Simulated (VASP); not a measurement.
# C in VASP: relaxing the cell with several functionals

The task here is to estimate one member of a computed series from the others.

Code: VASP 6.6.1. PAW datasets, plane waves, zero pressure. Calculated at 0 K for a non-magnetic cell.

### The system as given

Space group Fd-3m (No. 227), cubic; conventional cell a = 3.510 Å, 5.41 Å³ an atom. Around C lie 4 C at 1.52 Å.

Coordinates:

```cif
data_structure
_symmetry_space_group_name_H-M 'P 1'
_symmetry_Int_Tables_number 1
_cell_length_a 2.4821
_cell_length_b 2.4821
_cell_length_c 2.4821
_cell_angle_alpha 60.000
_cell_angle_beta 60.000
_cell_angle_gamma 60.000
_cell_volume 10.81
loop_
_atom_site_label
_atom_site_type_symbol
_atom_site_fract_x
_atom_site_fract_y
_atom_site_fract_z
_atom_site_occupancy
C1 C 0.00000 0.00000 0.00000 1
C2 C 0.25000 0.25000 0.25000 1
```

Set-up of the first run:

Input file INCAR:

```
ENCUT = 600.000000
SIGMA = 0.020000
EDIFF = 1.00e-07
EDIFFG = -5.00e-03
GGA = PE
PREC = Accurate
IBRION = 2
ISIF = 3
ISMEAR = -1
NBANDS = 11
NELM = 120
NSW = 40
LASPH = .TRUE.
LCHARG = .FALSE.
LWAVE = .FALSE.
LREAL = .FALSE.
```

Input file KPOINTS:

```
KPOINTS created by Atomic Simulation Environment
0
Gamma
12 12 12
0 0 0
```

Input file POSCAR:

```
C
 1.0000000000000000
     0.0000000000000000    1.7551448183000000    1.7551448183000000
     1.7551448183000000    0.0000000000000000    1.7551448183000000
     1.7551448183000000    1.7551448183000000    0.0000000000000000
 C
   2
Cartesian
  0.0000000000000000  0.0000000000000000  0.0000000000000000
  0.8775724091500000  0.8775724091500000  0.8775724091500000
```

Potentials: the recommended PBE PAW datasets, 8 valence electrons in the neutral cell.

Launch:

```
$ mpirun -np 1 vasp_std
```

Among the steps run: Relaxation with PBE; Relaxation with r2SCAN; PBEsol: cell and atoms; Relaxing with LDA.

One of the session's tables, all rows but one given; the rest of the session is left out.

It belongs to the step «The relaxed cells». 

```
 level  a (Å)  volume (Å³/atom)  Ansatz: volume (Å³/atom)
   PBE  3.572             5.695                     5.695
r2SCAN      ?                 ?                         ?
PBEsol  3.555             5.616                     5.610
   LDA  3.534             5.515                     5.507
```

Estimate the missing values for r2SCAN.

The run gave: a (Å): 3.561; volume (Å³/atom): 5.645; Ansatz: volume (Å³/atom): 5.641. In the column «a (Å)» it lies between PBEsol (3.555) and PBE (3.572).

What this shows: The PBE run changed the volume by +5.3 % from its own start of 5.41 Å³/atom. The volume spreads over 3.3 %, from LDA to PBE. LDA's volume lies 3.2 % below PBE's. The two programs differ by at most 0.16 % in volume, much less than the spread of the functionals. Datasets and cutoffs are each program's own. LDA means the Perdew–Zunger form in VASP and the Perdew–Wang form in Ansatz.
